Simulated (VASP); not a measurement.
# C (C2/m) in VASP: equation of state

How stiff is C in PBE, and what volume does it want? The cell is scaled to several volumes.

Everything below comes from runs of VASP 6.6.1. Logs are shortened: lines on timing, memory, paths and dates and some standing lists are left out, and cuts for length are marked.

**1. The structure**

Symmetry: C2/m, No. 12, monoclinic system. Conventional cell: a = 4.255 Å, b = 2.457 Å, c = 3.765 Å, α = 90.00°, β = 111.49°, γ = 90.00°. Around C (site symmetry m) lie 3 C at 1.42 Å.

This is a stacking variant of graphite.

**2. Equation of state, PBE, 8.60 Å³/atom (volume scaled by 0.94)**

INCAR

```
PREC = Accurate
ENCUT = 520
EDIFF = 1E-7
ISMEAR = -1
SIGMA = 0.05
LREAL = F
LASPH = T
NELM = 60
ALGO = Normal
ISIF = 2
LWAVE = F
LCHARG = F
GGA = PE
NBANDS = 11
```

KPOINTS

```
regular mesh
0
Gamma
  13 13 8
```

POSCAR

```
C
1.0
    2.0838934217     -1.2032084158      0.0000000000
    2.0838934217      1.2032084158      0.0000000000
   -1.3509174534      0.0000000000      3.4313236862
C
2
Direct
    0.1666444700      0.1666444700      0.9999069600
    0.8333555300      0.8333555300      0.0000930400
```

Potentials or basis: VASP PAW PBE potentials, release 64 (C).

Run with:

```sh
$ cat potpaw_PBE.64/C/POTCAR > POTCAR
$ mpirun -np 1 vasp_std > vasp.out
```

OUTCAR:

```text
PREC = Accurate
   ENCUT = 520
   EDIFF = 1E-7
   ISMEAR = -1
   LREAL = F
   LASPH = T
   NELM = 60
   ISIF = 2
   GGA = PE

 ion  position               nearest neighbor table
   1  0.167  0.167  1.000-   2 1.39   2 1.39   2 1.39
   2  0.833  0.833  0.000-   1 1.39   1 1.39   1 1.39

  LATTYP: Found a base centered monoclinic cell.
 ALAT       =     4.1677868434
 B/A-ratio  =     0.5773848141
 C/A-ratio  =     0.8848045598
 COS(beta)  =    -0.3663329314

  Lattice vectors:

 A1 = (   2.0838934217,  -1.2032084158,   0.0000000000)
 A2 = (   2.0838934217,   1.2032084158,   0.0000000000)
 A3 = (  -1.3509174534,   0.0000000000,   3.4313236862)

Analysis of symmetry for initial positions (statically):
=====================================================================
 Subroutine PRICEL returns:
 Original cell was already a primitive cell.

 Routine SETGRP: Setting up the symmetry group for a
 base centered monoclinic supercell.

 Subroutine GETGRP returns: Found  4 space group operations
 (whereof  4 operations were pure point group operations)
 out of a pool of  4 trial point group operations.

The static configuration has the point symmetry C_2h.

Analysis of symmetry for dynamics (positions and initial velocities):
=====================================================================
 Subroutine PRICEL returns:
 Original cell was already a primitive cell.

 Routine SETGRP: Setting up the symmetry group for a
 base centered monoclinic supercell.

 Subroutine GETGRP returns: Found  4 space group operations
 (whereof  4 operations were pure point group operations)
 out of a pool of  4 trial point group operations.

The dynamic configuration has the point symmetry C_2h.

 Subroutine INISYM returns: Found  4 space group operations
 (whereof  4 operations are pure point group operations),
 and found     1 'primitive' translations

----------------------------------------------------------------------------------------

                                     Primitive cell

  volume of cell :      17.2071

  direct lattice vectors                    reciprocal lattice vectors
     2.083893422 -1.203208416  0.000000000     0.239935495 -0.415555604  0.094462976
     2.083893422  1.203208416  0.000000000     0.239935495  0.415555604  0.094462976
    -1.350917453  0.000000000  3.431323686     0.000000000  0.000000000  0.291432721

  length of vectors
     2.406308851  2.406308851  3.687676803     0.489059051  0.489059051  0.291432721

  position of ions in fractional coordinates (direct lattice)
     0.166644470  0.166644470  0.999906960
     0.833355530  0.833355530  0.000093040

  ion indices of the primitive-cell ions
   primitive index   ion index
                 1           1
                 2           2

----------------------------------------------------------------------------------------

 KPOINTS: regular mesh

Automatic generation of k-mesh.
 Grid dimensions read from file:
 generate k-points for:   13   13    8

 Generating k-lattice:

  Cartesian coordinates                     Fractional coordinates (reciprocal lattice)
     0.018456577 -0.031965816  0.007266383     0.076923077  0.000000000 -0.000000000
     0.018456577  0.031965816  0.007266383     0.000000000  0.076923077 -0.000000000
     0.000000000  0.000000000  0.036429090     0.000000000  0.000000000  0.125000000

  Length of vectors
     0.037619927  0.037619927  0.036429090

  Shift w.r.t. Gamma in fractional coordinates (k-lattice)
     0.000000000  0.000000000  0.000000000

 Subroutine IBZKPT returns following result:
 ===========================================

 Found    371 irreducible k-points:

 Following reciprocal coordinates:
            Coordinates               Weight
  0.000000  0.000000  0.000000      1.000000
  0.076923  0.000000  0.000000      4.000000
  0.153846  0.000000  0.000000      4.000000
  0.230769  0.000000  0.000000      4.000000
  0.307692  0.000000  0.000000      4.000000
  0.384615 -0.000000  0.000000      4.000000
[... 42 lines left out ...]
 -0.461538  0.461538  0.000000      2.000000
  0.000000  0.000000  0.125000      2.000000
 [... further k-points ...]
   k-points           NKPTS =    371   k-points in BZ     NKDIM =    371   number of bands    NBANDS=     11
   number of dos      NEDOS =    301   number of ions     NIONS =      2
   total plane-waves  NPLWV =   9072
   dimension x,y,z NGX =    18 NGY =   18 NGZ =   28
   dimension x,y,z NGXF=    36 NGYF=   36 NGZF=   56
   ions per type =               2
   NGX,Y,Z   is equivalent  to a cutoff of  12.44, 12.44, 12.62 a.u.
   NGXF,Y,Z  is equivalent  to a cutoff of  24.87, 24.87, 25.25 a.u.
 SYSTEM =  unknown system
   PREC   = accura    normal or accurate (medium, high low for compatibility)
   ISTART =      0    job   : 0-new  1-cont  2-samecut
   ICHARG =      2    charge: 1-file 2-atom 10-const
   ISPIN  =      1    spin polarized calculation?
   LNONCOLLINEAR =      F non collinear calculations
   LSORBIT =      F    spin-orbit coupling
   LASPH  =      T    aspherical Exc in radial PAW
   ENCUT  =  520.0 eV  38.22 Ry    6.18 a.u.   4.47  4.47  6.86*2*pi/ulx,y,z
   NELM   =     60;   NELMIN=  2; NELMDL= -5     # of ELM steps
   EDIFF  = 0.1E-06   stopping-criterion for ELM
   LREAL  =      F    real-space projection
   EDIFFG = 0.1E-05   stopping-criterion for IOM
   NSW    =      0    number of steps for IOM
   IBRION =     -1    ionic relax: 0-MD 1-quasi-New 2-CG
   NFREE  =      0    steps in history (QN), initial steepest desc. (CG)
   ISIF   =      2    stress and relaxation
   ISYM   =      2    0-nonsym 1-usesym 2-fastsym
   POTIM  = 0.5000    time-step for ionic-motion
   TEBEG  =    0.0;   TEEND  =   0.0 temperature during run
   PSTRESS=    0.0 pullay stress
   NELECT =       8.0000    total number of electrons
   NUPDOWN=      -1.0000    fix difference up-down
   EMIN   =  10.00;   EMAX   =-10.00  energy-range for DOS
   EFERMI =   0.00;   METHOD = LEGACY
   ISMEAR =    -1;   SIGMA  =   0.05  broadening in eV -4-tet -1-fermi 0-gaus
   EFERMI_NEDOS =   21; number of points for ismear=-14 and -15
   IALGO  =     38    algorithm
   IMIX   =      4    mixing-type and parameters
     AMIX     =   0.40;   BMIX     =  1.00
     AMIX_MAG =   1.60;   BMIX_MAG =  1.00
  volume/ion in A,a.u.               =       8.60        58.06
  Fermi-wavevector in a.u.,A,eV,Ry     =   1.268242  2.396630 21.884126  1.608438
  Thomas-Fermi vector in A             =   2.401347
   LORBIT       =      0    0 simple, 1 ext, 2 COOP (PROOUT), +10 PAW based schemes
   GGA     = PE    functional components
   LHFCALC =     F    Hartree Fock is set to
   AEXX    =    0.0000 exact exchange contribution
   IVDW    =     0    specifies the selected vdW correction
   LEPSILON=     F    determine dielectric tensor
   LRPA    =     F    only Hartree local field effects (RPA)
 non-spin polarized calculation
  energy-cutoff  :      520.00
  volume of cell :       17.21
 maximum number of plane-waves:       478
 NGX is ok and might be reduce to    18
   NGX =  9   NGY =  9   NGZ = 13

 number of electron       8.0000002 magnetization

 Free energy of the ion-electron system (eV)
  ---------------------------------------------------
  ext. energy  EPLUGINS =         0.00000000
  ---------------------------------------------------
  free energy    TOTEN  =       -18.34231302 eV

  energy without entropy =      -18.34231213  energy(sigma->0) =      -18.34231258

 E-fermi :   4.9892     XC(G=0): -10.3094

 val. band max:        4.5311672947   @ k =  -0.3077   0.3077   0.0000
 cond. band min:       5.4813625812   @ k =  -0.3077   0.3846   0.3750
 fundamental gap:      0.9501952865
 Fermi energy:         4.9891727437

 k-point     1 :       0.0000    0.0000    0.0000
  band No.  band energies     occupation
      1     -15.2940      2.00000
      2      -2.2780      2.00000
      3       1.9471      2.00000
      4       1.9508      2.00000
      5       8.7423      0.00000
      6      13.7662      0.00000
      7      13.7687      0.00000
      8      17.2051      0.00000
      9      19.2335      0.00000
     10      28.5703      0.00000
     11      30.0962      0.00000

 k-point     2 :       0.0769    0.0000    0.0000
  band No.  band energies     occupation
      1     -15.1456      2.00000
      2      -2.1193      2.00000
      3       1.3727      2.00000
      4       1.6365      2.00000
      5       8.9506      0.00000
      6      13.8559      0.00000
      7      14.4073      0.00000
      8      16.6604      0.00000
      9      19.4648      0.00000
     10      29.0451      0.00000
     11      29.4518      0.00000

 k-point     3 :       0.1538    0.0000    0.0000
  band No.  band energies     occupation
      1     -14.7017      2.00000
      2      -1.6457      2.00000
      3      -0.1137      2.00000
      4       0.8821      2.00000
      5       9.5755      0.00000
      6      13.9278      0.00000
      7      15.2101      0.00000
      8      16.1246      0.00000
      9      20.1883      0.00000
     10      27.4515      0.00000
     11      30.1497      0.00000
[... 491 lines left out ...]
 k-point    39 :       0.3846    0.3077    0.0000
  band No.  band energies     occupation
      1     -12.1762      2.00000
      2      -5.1450      2.00000
      3      -1.5742      2.00000
      4       0.4359      2.00000
      5       9.3546      0.00000
      6      13.6831      0.00000
      7      14.5224      0.00000
      8      21.3810      0.00000
      9      21.9505      0.00000
     10      24.8384      0.00000
     11      28.9619      0.00000

 k-point    40 :       0.4615    0.3077    0.0000
  band No.  band energies     occupation
      1     -11.1898      2.00000
      2      -5.9632      2.00000
      3      -2.9980      2.00000
      4       1.3951      2.00000
      5       8.1714      0.00000
      6      15.1199      0.00000
      7      15.7435      0.00000
      8      20.1437      0.00000
      9      21.0304      0.00000
     10      26.2298      0.00000
     11      28.4658      0.00000

 [... further k-points ...]

------------------------ aborting loop because EDIFF is reached ----------------------------------------

  FORCE on cell =-STRESS in cart. coord.  units (eV):
  Direction    XX          YY          ZZ          XY          YZ          ZX
  --------------------------------------------------------------------------------------
  -------------------------------------------------------------------------------------
  Total        3.6129720      3.6047326      0.2927917      0.0000000      0.0000000     -0.0039264
  in kB      336.4086286    335.6414485     27.2622208      0.0000000      0.0000000     -0.3655922
  external PRESSURE =     233.1040993 kB  Pullay stress =       0.0000000 kB

 VOLUME and BASIS-vectors are now :
 -----------------------------------------------------------------------------
  energy-cutoff  :      520.00
  volume of cell :       17.21
      direct lattice vectors                 reciprocal lattice vectors
     2.083893422 -1.203208416  0.000000000     0.239935495 -0.415555604  0.094462976
     2.083893422  1.203208416  0.000000000     0.239935495  0.415555604  0.094462976
    -1.350917453  0.000000000  3.431323686     0.000000000  0.000000000  0.291432721

 POSITION                                       TOTAL-FORCE (eV/Angst)
 -----------------------------------------------------------------------------------
     -0.65625      0.00000      3.43100        -0.002416      0.000000      0.002979
      3.47312      0.00000      0.00032         0.002416      0.000000     -0.002979
 -----------------------------------------------------------------------------------
    total drift:                               -0.000000     -0.000000      0.000000

  FREE ENERGIE OF THE ION-ELECTRON SYSTEM (eV)
  ---------------------------------------------------
  free  energy   TOTEN  =       -18.3423130193 eV

  energy  without entropy=      -18.3423121331  energy(sigma->0) =      -18.34231258
```

Wall time 52 s (1 thread of Intel Xeon Platinum 8488C (Sapphire Rapids), shared host); peak memory 0.16 GiB.

Results:

* Free energy: -18.3423 eV
* Pressure: 23.3 GPa
* Largest force: 0.004 eV/Å
* Band gap on the k mesh: 0.95 eV, indirect (least direct gap 0.96 eV)

Caveat: an odd mesh through Γ misses points on the zone boundary, where band edges often lie; this functional lacks dispersion, which binds the layers, so the pressure and a relaxed spacing across them are unreliable.

**3. Equation of state, PBE, 8.79 Å³/atom (volume scaled by 0.96)**

INCAR

```
ALGO = Normal
EDIFF = 1E-7
ENCUT = 520
GGA = PE
ISIF = 2
ISMEAR = -1
LASPH = True
LCHARG = False
LREAL = False
LWAVE = False
NBANDS = 11
NELM = 100
PREC = Accurate
SIGMA = 0.05
```

KPOINTS

```
k-points
0
Gamma
  13 13 8
```

POSCAR

```
C
1.0
    2.0985692110     -1.2116819937      0.0000000000
    2.0985692110      1.2116819937      0.0000000000
   -1.3604312700      0.0000000000      3.4554887337
C
2
Direct
    0.1666444700      0.1666444700      0.9999069600
    0.8333555300      0.8333555300      0.0000930400
```

Potentials or basis: VASP PAW PBE potentials, release 64 (C).

Run with:

```sh
$ cat potpaw_PBE.64/C/POTCAR > POTCAR
$ mpirun -np 1 vasp_std > vasp.out
```

Run time: 39 s. Hardware: 1 thread of Intel Xeon Platinum 8488C (Sapphire Rapids), shared host; peak memory 0.16 GiB.

The run converged. Its results:

```
Free energy            : -18.3878 eV
Pressure               : 16.4 GPa
Largest force          : 0.004 eV/Å
Band gap on the k mesh : 0.94 eV, indirect (least direct gap 0.96 eV)
```

Caveat: an odd mesh through Γ misses points on the zone boundary, where band edges often lie; this functional lacks dispersion, which binds the layers, so the pressure and a relaxed spacing across them are unreliable.

**4. Equation of state, PBE, 8.97 Å³/atom (volume scaled by 0.98)**

INCAR

```
SYSTEM = C
ALGO = Normal
EDIFF = 1E-7
ENCUT = 520
GGA = PE
ISIF = 2
ISMEAR = -1
LASPH = .TRUE.
LCHARG = .FALSE.
LREAL = .FALSE.
LWAVE = .FALSE.
NBANDS = 11
NELM = 100
PREC = Accurate
SIGMA = 0.05
```

KPOINTS

```
k-points
0
G
  13 13 8
  0 0 0
```

POSCAR

```
C
1.0
    2.1130425595     -1.2200386853      0.0000000000
    2.1130425595      1.2200386853      0.0000000000
   -1.3698138511      0.0000000000      3.4793204435
C
2
Direct
    0.1666444700      0.1666444700      0.9999069600
    0.8333555300      0.8333555300      0.0000930400
```

Run with:

```sh
$ cat potpaw_PBE.64/C/POTCAR > POTCAR
$ mpirun -np 1 vasp_std > vasp.out
```

Wall time 40 s (1 thread of Intel Xeon Platinum 8488C (Sapphire Rapids), shared host); peak memory 0.16 GiB.

The run converged. Its results:

```yaml
Free_energy: -18.4181 eV
Pressure: 10.0 GPa
Largest_force: 0.004 eV/Å
Band_gap_on_the_k_mesh: 0.94 eV, indirect (least direct gap 0.95 eV)
```

Caveat: an odd mesh through Γ misses points on the zone boundary, where band edges often lie; this functional lacks dispersion, which binds the layers, so the pressure and a relaxed spacing across them are unreliable.

**5. Equation of state, PBE, 9.34 Å³/atom (volume scaled by 1.02)**

INCAR

```
PREC = Accurate
ENCUT = 520
EDIFF = 1E-7
ISMEAR = -1
SIGMA = 0.05
LREAL = F
LASPH = T
NELM = 80
ALGO = Normal
ISIF = 2
LWAVE = F
LCHARG = F
GGA = PE
NBANDS = 11
```

KPOINTS

```
regular mesh
0
Gamma
  13 13 8
```

POSCAR

```
C
1.0
    2.1414089317     -1.2364169979      0.0000000000
    2.1414089317      1.2364169979      0.0000000000
   -1.3882028085      0.0000000000      3.5260283048
C
2
Direct
    0.1666444700      0.1666444700      0.9999069600
    0.8333555300      0.8333555300      0.0000930400
```

Run with:

```sh
$ cat potpaw_PBE.64/C/POTCAR > POTCAR
$ mpirun -np 1 vasp_std > vasp.out
```

Run time: 50 s. Hardware: 1 thread of Intel Xeon Platinum 8488C (Sapphire Rapids), shared host; peak memory 0.16 GiB.

It converged, with:

| Property | Result |
| --- | --- |
| Free energy | -18.4384 eV |
| Pressure | -1.0 GPa |
| Largest force | 0.005 eV/Å |
| Band gap on the k mesh | 0.92 eV, indirect (least direct gap 0.93 eV) |

Caveat: an odd mesh through Γ misses points on the zone boundary, where band edges often lie; this functional lacks dispersion, which binds the layers, so the pressure and a relaxed spacing across them are unreliable.

**6. Equation of state, PBE, 9.52 Å³/atom (volume scaled by 1.04)**

INCAR is that of step 5.

KPOINTS

```
Automatic mesh
0
Gamma
  13 13 8
```

POSCAR

```
C
1.0
    2.1553145742     -1.2444459046      0.0000000000
    2.1553145742      1.2444459046      0.0000000000
   -1.3972173651      0.0000000000      3.5489252341
C
2
Direct
    0.1666444700      0.1666444700      0.9999069600
    0.8333555300      0.8333555300      0.0000930400
```

Potentials or basis: VASP PAW PBE potentials, release 64 (C).

Run with:

```sh
$ cat potpaw_PBE.64/C/POTCAR > POTCAR
$ mpirun -np 1 vasp_std > vasp.out
```

Wall time 52 s (1 thread of Intel Xeon Platinum 8488C (Sapphire Rapids), shared host); peak memory 0.17 GiB.

Results (log left out):

* Free energy: -18.4306 eV
* Pressure: -5.9 GPa
* Largest force: 0.005 eV/Å
* Band gap on the k mesh: 0.92 eV, indirect (least direct gap 0.93 eV)

Caveat: an odd mesh through Γ misses points on the zone boundary, where band edges often lie; this functional lacks dispersion, which binds the layers, so the pressure and a relaxed spacing across them are unreliable.

**7. Equation of state, PBE, 9.70 Å³/atom (volume scaled by 1.06)**

INCAR

```
  PREC = Accurate
  ENCUT = 520
  EDIFF = 1E-7
  ISMEAR = -1
  SIGMA = 0.05
  LREAL = F
  LASPH = T
  NELM = 60
  ALGO = Normal
  ISIF = 2
  LWAVE = F
  LCHARG = F
  GGA = PE
  NBANDS = 11
```

KPOINTS

```
regular mesh
0
Gamma
  13 13 8
```

POSCAR

```
C
1.0
    2.1690430626     -1.2523725254      0.0000000000
    2.1690430626      1.2523725254      0.0000000000
   -1.4061170787      0.0000000000      3.5715304629
C
2
Direct
    0.1666444700      0.1666444700      0.9999069600
    0.8333555300      0.8333555300      0.0000930400
```

Run with:

```sh
$ cat potpaw_PBE.64/C/POTCAR > POTCAR
$ mpirun -np 1 vasp_std > vasp.out
```

It took 61 s on 1 thread of Intel Xeon Platinum 8488C (Sapphire Rapids), shared host; peak memory 0.17 GiB.

Results (log left out):

| Property | Result |
| --- | --- |
| Free energy | -18.4123 eV |
| Pressure | -10.3 GPa |
| Largest force | 0.005 eV/Å |
| Band gap on the k mesh | 0.91 eV, indirect (least direct gap 0.92 eV) |

Caveat: an odd mesh through Γ misses points on the zone boundary, where band edges often lie; this functional lacks dispersion, which binds the layers, so the pressure and a relaxed spacing across them are unreliable.

**8. Equation of state, PBE**

Potentials or basis: VASP PAW PBE potentials, release 64 (C).

This step only gathers the single runs of the series.

Results:

| Property | Result |
| --- | --- |
| Equilibrium volume | 9.30 Å³/atom |
| Bulk modulus at fixed shape and positions | 261 GPa |
| Pressure derivative of the bulk modulus | 3.5 |

Energy against volume, from the lowest point:
```tsv
volume (Å³/atom)	energy (meV/atom)
8.604	48.04
8.787	25.30
8.970	10.15
9.153	1.91
9.336	0.00
9.519	3.88
9.702	13.04
```

Caveat: the cell was scaled at fixed shape and fractional positions, which overstates the stiffness of a crystal with free parameters, most of all of layers and chains; this functional lacks dispersion, which binds the layers, so the pressure and a relaxed spacing across them are unreliable.
